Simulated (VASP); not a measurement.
**PbSe (Clausthalite): single point with PBE**

**Measured values to compare with.**

From a printed reference work, monograph, for a bulk crystal of PbSe at 300 K: band gap 0.28 eV (direct).

Crystal: PbSe (Clausthalite).

```
Pb Se
1.0
     0.00000    3.06065    3.06065
     3.06065    0.00000    3.06065
     3.06065    3.06065    0.00000
Pb Se
1 1
Direct
  0.00000 0.00000 0.00000
  0.50000 0.50000 0.50000
```

* Program: VASP 6.6.1
* Task: single point
* Functional: PBE
* Potentials or basis: VASP PAW PBE potentials, release 64 (Pb_d, Se)
* Cutoff: 520 eV
* k mesh: 8 × 8 × 8
* Occupations: gaussian, width 0.03 eV
* Spin: no spin polarisation
* Further INCAR settings: ALGO = Normal; EDIFF = 1e-06

```
Pressure               : 2.4 GPa
Band gap on the k mesh : 0.29 eV, direct
```

Levels at points of the mesh, in eV from the valence-band top:
| k point | band 7 | band 8 | band 9 | band 10 | band 11 | band 12 | band 13 | band 14 |
| --- | --- | --- | --- | --- | --- | --- | --- | --- |
| (0.00, 0.00, 0.00) | -6.30 | -1.88 | -1.88 | -1.88 | 4.71 | 4.71 | 4.71 | 6.52 |
| (0.50, 0.00, 0.00) | -8.80 | -1.47 | -1.47 | 0.00 | 0.29 | 1.70 | 1.70 | 8.55 |
| (0.50, 0.50, 0.00) | -7.38 | -4.98 | -3.24 | -3.24 | 3.69 | 5.61 | 5.61 | 6.05 |

Run time: 16 s on 1 thread of AMD EPYC 7R43 64-Core Processor (Zen 3) (shared host), peak memory 0.15 GiB.

A measured gap of PbSe is 0.28 eV (direct; 300 K; a printed reference work, monograph); the calculated 0.29 eV misses it by +0.01 eV. 2 values of this kind are on record (0.15 to 0.28 eV); this one was drawn at random. Spin-orbit coupling on Pb, Se is left out. The value is that of PBE on a finite k mesh, which can miss the band edges, without temperature or zero-point motion.

Caveat: spin-orbit coupling is left out, which as a rule narrows the gap of such compounds by several tenths of an eV.
